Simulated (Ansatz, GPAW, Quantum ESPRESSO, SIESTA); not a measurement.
**One calculation of SrCl2, 4 ways**

```
CELL_PARAMETERS angstrom
0.00000 3.48835 3.48835
3.48835 0.00000 3.48835
3.48835 3.48835 0.00000
ATOMIC_POSITIONS crystal
Sr 0.00000 0.00000 0.00000
Cl 0.75000 0.75000 0.75000
Cl 0.25000 0.25000 0.25000
```

Alike in all runs: task band structure; functional LDA; k mesh 7 × 7 × 7; occupations fermi-dirac, width 0.05 eV; no spin polarisation; no spin-orbit coupling. LDA stands for any of its common fits. Pressure is positive in compression and, in plane waves, holds the error of the finite cutoff. Gaps are the smaller of the mesh's and the band path's.

| program and potentials | plane-wave cutoff (eV) | notes | band gap (eV) | pressure (GPa) |
| --- | --- | --- | --- | --- |
| Ansatz, all-electron LAPW, scalar-relativistic | - | - | 4.88 | -2.84 |
| GPAW, the program's PAW data sets (release 1.2.1) made for this functional | 600 | - | 4.88 | -2.78 |
| Quantum ESPRESSO, GBRV 1.5 LDA | 612 | - | 4.88 | -2.87 |
| SIESTA, files PseudoDojo sr-lda-0.4.1-standard, DZP (energy shift 0.003 Ry; two zetas on semicore shells; d shell added on Sr) | - | atomic basis | 5.02 | -2.65 |

The band gap spans 4.88 (Quantum ESPRESSO, GBRV 1.5 LDA) to 5.02 eV (SIESTA, files PseudoDojo sr-lda-0.4.1-standard, DZP (energy shift 0.003 Ry; two zetas on semicore shells; d shell added on Sr)), with all-electron results at 4.88. The pressure spans -2.87 (Quantum ESPRESSO, GBRV 1.5 LDA) to -2.65 GPa (SIESTA, files PseudoDojo sr-lda-0.4.1-standard, DZP (energy shift 0.003 Ry; two zetas on semicore shells; d shell added on Sr)), with all-electron results at -2.84. The paths' points differ, which is worth about 0.01 eV. Rows in atomic bases carry the error of their basis and grid, which can be large.

The functional is the same throughout but for its coding, so the spread measures potentials, basis and numerics; runs on potential files found faulty are left out.
